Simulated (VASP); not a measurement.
# GaN (Fm-3m) in VASP: G0W0 quasiparticle levels with PBE

Aim: the G0W0 quasiparticle levels of GaN with PBE.

All numbers are computed with VASP 6.6.1; they aren't measurements. Logs are shortened: lines on timing, memory, paths and dates and some standing lists are left out, and cuts for length are marked.

### 1 The structure

It takes space group Fm-3m (No. 225, cubic). The conventional cell has a = 4.270 Å, b = 4.270 Å, c = 4.270 Å, α = 90.00°, β = 90.00°, γ = 90.00°. Ga (site symmetry m-3m) is surrounded by 6 N at 2.14 Å. N (site symmetry m-3m) is surrounded by 6 Ga at 2.14 Å.

Measurements of this composition are mostly on another form, of space group No. 186.

### 2 G0W0 quasiparticle levels, PBE

POSCAR reads:

```
GaN
1.0
    0.0000000000      2.1352350000      2.1352350000
    2.1352350000      0.0000000000      2.1352350000
    2.1352350000      2.1352350000      0.0000000000
Ga N
1 1
Direct
    0.0000000000      0.0000000000      0.0000000000
    0.5000000000      0.5000000000      0.5000000000
```

INCAR.step1 reads:

```
SYSTEM = GaN
  ALGO = Normal
  EDIFF = 1E-8
  ENCUT = 450
  GGA = PE
  ISMEAR = 0
  LASPH = .True.
  LCHARG = .False.
  LREAL = .False.
  LWAVE = .True.
  NELM = 60
  PREC = Accurate
  SIGMA = 0.01
```

INCAR.step2 reads:

```
SYSTEM = GaN
  ALGO = Exact
  EDIFF = 1E-8
  ENCUT = 450
  GGA = PE
  ISMEAR = 0
  ISTART = 1
  LASPH = .True.
  LCHARG = .False.
  LOPTICS = .True.
  LREAL = .False.
  LWAVE = .True.
  NBANDS = 173
  NELM = 1
  PREC = Accurate
  SIGMA = 0.01
```

INCAR.step3 reads:

```
SYSTEM = GaN
  ALGO = EVGW0
  EDIFF = 1E-8
  ENCUT = 450
  ENCUTGW = 240
  GGA = PE
  ISMEAR = 0
  ISTART = 1
  LASPH = .True.
  LCHARG = .False.
  LREAL = .False.
  LWAVE = .False.
  NBANDS = 173
  NBANDSGW = 17
  NELMGW = 1
  NOMEGA = 50
  PREC = Accurate
  PRECFOCK = Fast
  SIGMA = 0.01
```

KPOINTS reads:

```
k-points
0
Gamma
  6 6 6
  0 0 0
```

Potentials or basis: VASP PAW PBE potentials, release 64 (Ga_d_GW, N_GW).

Run with:

```
cat potpaw_PBE.64/Ga_d_GW/POTCAR potpaw_PBE.64/N_GW/POTCAR > POTCAR
cp INCAR.step1 INCAR
mpirun -np 1 vasp_std > vasp.out
cp INCAR.step2 INCAR
mpirun -np 1 vasp_std > vasp.out
cp INCAR.step3 INCAR
mpirun -np 1 vasp_std > vasp.out
```

OUTCAR:

```text
SYSTEM = GaN
   EDIFF = 1E-8
   ENCUT = 450
   ENCUTGW = 240
   GGA = PE
   ISMEAR = 0
   ISTART = 1
   LASPH = .True.
   LREAL = .False.
   NELMGW = 1
   PREC = Accurate
   PRECFOCK = Fast

 ion  position               nearest neighbor table
   1  0.000  0.000  0.000-   2 2.14   2 2.14   2 2.14   2 2.14   2 2.14   2 2.14
   2  0.500  0.500  0.500-   1 2.14   1 2.14   1 2.14   1 2.14   1 2.14   1 2.14

  LATTYP: Found a face centered cubic cell.
 ALAT       =     4.2704700000

  Lattice vectors:

 A1 = (   0.0000000000,   2.1352350000,   2.1352350000)
 A2 = (   2.1352350000,   0.0000000000,   2.1352350000)
 A3 = (   2.1352350000,   2.1352350000,   0.0000000000)

Analysis of symmetry for initial positions (statically):
=====================================================================
 Subroutine PRICEL returns:
 Original cell was already a primitive cell.

 Routine SETGRP: Setting up the symmetry group for a
 face centered cubic supercell.

 Subroutine GETGRP returns: Found 48 space group operations
 (whereof 48 operations were pure point group operations)
 out of a pool of 48 trial point group operations.

The static configuration has the point symmetry O_h .

Analysis of symmetry for dynamics (positions and initial velocities):
=====================================================================
 Subroutine PRICEL returns:
 Original cell was already a primitive cell.

 Routine SETGRP: Setting up the symmetry group for a
 face centered cubic supercell.

 Subroutine GETGRP returns: Found 48 space group operations
 (whereof 48 operations were pure point group operations)
 out of a pool of 48 trial point group operations.

The dynamic configuration has the point symmetry O_h .

 Subroutine INISYM returns: Found 48 space group operations
 (whereof 48 operations are pure point group operations),
 and found     1 'primitive' translations

----------------------------------------------------------------------------------------

                                     Primitive cell

  volume of cell :      19.4700

  direct lattice vectors                    reciprocal lattice vectors
     0.000000000  2.135235000  2.135235000    -0.234166263  0.234166263  0.234166263
     2.135235000  0.000000000  2.135235000     0.234166263 -0.234166263  0.234166263
     2.135235000  2.135235000  0.000000000     0.234166263  0.234166263 -0.234166263

  length of vectors
     3.019678296  3.019678296  3.019678296     0.405587864  0.405587864  0.405587864

  position of ions in fractional coordinates (direct lattice)
     0.000000000  0.000000000  0.000000000
     0.500000000  0.500000000  0.500000000

  ion indices of the primitive-cell ions
   primitive index   ion index
                 1           1
                 2           2

----------------------------------------------------------------------------------------

 KPOINTS: k-points

Automatic generation of k-mesh.
 Grid dimensions read from file:
 generate k-points for:    6    6    6

 Generating k-lattice:

  Cartesian coordinates                     Fractional coordinates (reciprocal lattice)
    -0.039027710  0.039027710  0.039027710     0.166666667  0.000000000  0.000000000
     0.039027710 -0.039027710  0.039027710     0.000000000  0.166666667  0.000000000
     0.039027710  0.039027710 -0.039027710     0.000000000  0.000000000  0.166666667

  Length of vectors
     0.067597977  0.067597977  0.067597977

  Shift w.r.t. Gamma in fractional coordinates (k-lattice)
     0.000000000  0.000000000  0.000000000

 Subroutine IBZKPT returns following result:
 ===========================================

 Found     16 irreducible k-points:

 Following reciprocal coordinates:
            Coordinates               Weight
  0.000000  0.000000  0.000000      1.000000
  0.166667  0.000000  0.000000      8.000000
  0.333333  0.000000  0.000000      8.000000
  0.500000  0.000000  0.000000      4.000000
  0.166667  0.166667  0.000000      6.000000
  0.333333  0.166667  0.000000     24.000000
[... 8 lines left out ...]
 -0.333333  0.333333  0.166667     24.000000
 -0.333333  0.500000  0.166667     12.000000
   k-points           NKPTS =     16   k-points in BZ     NKDIM =    216   number of bands    NBANDS=    173
   number of dos      NEDOS =    301   number of ions     NIONS =      2
   total plane-waves  NPLWV =  13824
   dimension x,y,z NGX =    24 NGY =   24 NGZ =   24
   dimension x,y,z NGXF=    48 NGYF=   48 NGZF=   48
   ions per type =               1   1
   NGX,Y,Z   is equivalent  to a cutoff of  13.21, 13.21, 13.21 a.u.
   NGXF,Y,Z  is equivalent  to a cutoff of  26.43, 26.43, 26.43 a.u.
 SYSTEM =  GaN
   PREC   = accura    normal or accurate (medium, high low for compatibility)
   ISTART =      1    job   : 0-new  1-cont  2-samecut
   ICHARG =      0    charge: 1-file 2-atom 10-const
   ISPIN  =      1    spin polarized calculation?
   LNONCOLLINEAR =      F non collinear calculations
   LSORBIT =      F    spin-orbit coupling
   LASPH  =      T    aspherical Exc in radial PAW
   ENCUT  =  450.0 eV  33.07 Ry    5.75 a.u.   5.22  5.22  5.22*2*pi/ulx,y,z
   NELM   =     60;   NELMIN=  2; NELMDL=  0     # of ELM steps
   EDIFF  = 0.1E-07   stopping-criterion for ELM
   LREAL  =      F    real-space projection
   EDIFFG = 0.1E-06   stopping-criterion for IOM
   NSW    =      0    number of steps for IOM
   IBRION =     -1    ionic relax: 0-MD 1-quasi-New 2-CG
   NFREE  =      0    steps in history (QN), initial steepest desc. (CG)
   ISIF   =      0    stress and relaxation
   ISYM   =      3    0-nonsym 1-usesym 2-fastsym
   POTIM  = 0.5000    time-step for ionic-motion
   TEBEG  =    0.0;   TEEND  =   0.0 temperature during run
   PSTRESS=    0.0 pullay stress
   NELECT =      18.0000    total number of electrons
   NUPDOWN=      -1.0000    fix difference up-down
   EMIN   =  10.00;   EMAX   =-10.00  energy-range for DOS
   EFERMI =   0.00;   METHOD = LEGACY
   ISMEAR =     0;   SIGMA  =   0.01  broadening in eV -4-tet -1-fermi 0-gaus
   EFERMI_NEDOS =   21; number of points for ismear=-14 and -15
   IALGO  =     38    algorithm
   IMIX   =      4    mixing-type and parameters
     AMIX     =   0.40;   BMIX     =  1.00
     AMIX_MAG =   1.60;   BMIX_MAG =  1.00
  volume/ion in A,a.u.               =       9.74        65.70
  Fermi-wavevector in a.u.,A,eV,Ry     =   1.594814  3.013761 34.605481  2.543431
  Thomas-Fermi vector in A             =   2.692830
   LORBIT       =      0    0 simple, 1 ext, 2 COOP (PROOUT), +10 PAW based schemes
   GGA     = PE    functional components
   LHFCALC =     T    Hartree Fock is set to
   PRECFOCK=fast      Normal, Fast or Accurate (Low or Medium for compatibility)
   ENCUT4O =  -1.0   cutoff for four orbital integrals eV
   NKREDX  =     1    reduce k-point grid by
   NKREDY  =     1    reduce k-point grid by
   NKREDZ  =     1    reduce k-point grid by
   AEXX    =    1.0000 exact exchange contribution
   HFSCREEN=    0.0000 screening length (either q_TF or 0.3 A-1)
   HFSCREENC=   0.0000 screening length for correlation (either q_TF or 0.3 A-1)
   ENCUTFOCK=  -1.0 apply spherical cutoff to Coloumb kernel
   IVDW    =     0    specifies the selected vdW correction
   LEPSILON=     F    determine dielectric tensor
   LRPA    =     F    only Hartree local field effects (RPA)
   LRPAFORCE           =     F    calculate RPA forces
   ENCUTGW             = 240.0    cutoff for response function in eV
   ENCUTGWSOFT         = 192.0    soft cutoff for Coulomb kernel in GW response function in eV
   ENCUTLF             =  -1.0    cutoff for local field effects
   NELMGW              =     1    number of iterations in solving QP/BSE equation
   NELMHF              =     1    number of iterations in the inner HF iteration
   NKREDLFX            =     1    NKREDLFY  =   1   NKREDLFZ  =   1
 non-spin polarized calculation
 Gauss-broadening in eV      SIGMA  =   0.01
  energy-cutoff  :      450.00
  volume of cell :       19.47
 maximum number of plane-waves:       444
 NGX is ok and might be reduce to    24
  NGX = 14; NGY = 14; NGZ = 14
   NGX = 11   NGY = 11   NGZ = 11
 maximum number of plane-waves:       174

 QP shifts <psi_nk| G(iteration)W_0 |psi_nk>: iteration 1
 for sc-GW calculations column KS-energies equals QP-energies in previous step
 and V_xc(KS)=  KS-energies - (<T + V_ion + V_H > + <T+V_H+V_ion>^1  + <V_x>^1)

 k-point   1 :       0.0000    0.0000    0.0000
  band No.  KS-energies  QP-energies   sigma(KS)   V_xc(KS)     V^pw_x(r,r')   Z            occupation Imag(sigma)

      1      -9.6828     -10.6997     -15.9862     -14.4862     -24.2772       0.6779       2.0000       0.9521
      2      -6.7680      -9.3422     -25.2089     -21.6623     -35.0173       0.7258       2.0000      -0.0052
      3      -6.7680      -9.3422     -25.2089     -21.6623     -35.0173       0.7258       2.0000      -0.0052
      4      -6.7680      -9.3422     -25.2089     -21.6623     -35.0173       0.7258       2.0000      -0.0052
      5      -6.6802      -9.2860     -25.4346     -21.8491     -35.4557       0.7268       2.0000       0.0457
      6      -6.6802      -9.2860     -25.4346     -21.8491     -35.4557       0.7268       2.0000       0.0457
[... 9 lines left out ...]
     16      22.6828      23.0981     -12.0713     -12.6211      -4.4915       0.7554       0.0000      -0.7367
     17      23.2768      23.2894      -9.0902      -9.1064      -2.4879       0.7822       0.0000      -0.4002

 k-point   2 :       0.1667    0.0000    0.0000
  band No.  KS-energies  QP-energies   sigma(KS)   V_xc(KS)     V^pw_x(r,r')   Z            occupation Imag(sigma)

      1      -9.1683     -10.1765     -16.1457     -14.6547     -24.3226       0.6762       2.0000       0.8867
      2      -6.7844      -9.3513     -25.1436     -21.6073     -34.9378       0.7259       2.0000      -0.0013
      3      -6.7646      -9.3409     -25.2391     -21.6887     -35.1216       0.7256       2.0000       0.0174
      4      -6.7646      -9.3409     -25.2391     -21.6887     -35.1216       0.7256       2.0000       0.0174
      5      -6.6890      -9.2831     -25.3760     -21.8064     -35.3264       0.7267       2.0000       0.0286
      6      -6.6890      -9.2831     -25.3760     -21.8064     -35.3264       0.7267       2.0000       0.0286
[... 9 lines left out ...]
     16      23.5185      23.8425     -11.7343     -12.1432      -5.5038       0.7923       0.0000      -0.5231
     17      28.5935      28.8090     -10.4430     -10.7127      -3.4549       0.7995       0.0000      -0.7986

 k-point   3 :       0.3333    0.0000    0.0000
  band No.  KS-energies  QP-energies   sigma(KS)   V_xc(KS)     V^pw_x(r,r')   Z            occupation Imag(sigma)
[... 253 lines left out ...]
      1      -7.8871      -9.8018     -22.0543     -19.3001     -31.4563       0.6952       2.0000       0.3106
      2      -6.8221      -9.3693     -25.0123     -21.5001     -34.8475       0.7253       2.0000       0.0313
      3      -6.7431      -9.3077     -25.2070     -21.6711     -35.1346       0.7253       2.0000       0.0407
      4      -6.7367      -9.2959     -25.1233     -21.5983     -34.9062       0.7260       2.0000       0.0029
      5      -6.5431      -9.1402     -25.5011     -21.9347     -35.3735       0.7282       2.0000      -0.0027
      6      -4.6090      -6.2315     -21.4532     -19.2285     -29.7803       0.7293       2.0000       0.3321
[... 9 lines left out ...]
     16      32.6582      33.1408     -11.0583     -11.6543      -3.6495       0.8096       0.0000      -1.2149
     17      34.2712      34.9282     -12.0373     -12.8354      -4.6638       0.8232       0.0000      -1.3456

 k-point  16 :      -0.3333    0.5000    0.1667
  band No.  KS-energies  QP-energies   sigma(KS)   V_xc(KS)     V^pw_x(r,r')   Z            occupation Imag(sigma)

      1      -8.1130     -10.0174     -21.9974     -19.2483     -31.4526       0.6927       2.0000       0.3145
      2      -6.8519      -9.4056     -24.9951     -21.4737     -34.7554       0.7252       2.0000       0.0003
      3      -6.6925      -9.2744     -25.3515     -21.7945     -35.3770       0.7258       2.0000       0.0588
      4      -6.6458      -9.2191     -25.2821     -21.7404     -35.1010       0.7266       2.0000       0.0009
      5      -6.5111      -9.1123     -25.5405     -21.9735     -35.4174       0.7292       2.0000      -0.0041
      6      -3.9462      -5.5556     -21.9321     -19.7341     -30.2229       0.7322       2.0000       0.2958
[... 9 lines left out ...]
     16      33.8764      34.6714     -13.2991     -14.2560      -5.8406       0.8308       0.0000      -1.6111
     17      35.8062      36.6094     -13.3044     -14.2840      -5.0253       0.8199       0.0000      -1.8838
```

Wall time 6.5 min (1 thread of Intel Xeon 6975P-C (Granite Rapids), shared host); peak memory 0.6 GiB.

Results:

```
Band gap on the k mesh, mean-field level : 0.37 eV, indirect (least direct gap 2.36 eV)
Quasiparticle gap                        : 1.22 eV
Least direct quasiparticle gap           : 3.30 eV
```

Levels at points of the mesh, in eV from the valence-band top:
```csv
k point,band 6,band 7,band 8,band 9,band 10,band 11,band 12,band 13
"(0.00, 0.00, 0.00)",-14.01,-0.49,-0.49,-0.49,1.87,14.43,14.43,14.43
"(0.50, 0.00, 0.00)",-13.89,-8.12,-0.18,-0.18,4.54,8.89,8.89,9.00
"(0.50, 0.50, 0.00)",-11.12,-6.90,-2.94,-2.94,0.37,7.75,11.61,14.09
```

Caveat: the k mesh is coarse (spacing up to 0.42 Å⁻¹), so the values aren't converged; bands, screening cutoff and mesh are small and nothing is extrapolated, so the quasiparticle values aren't converged.
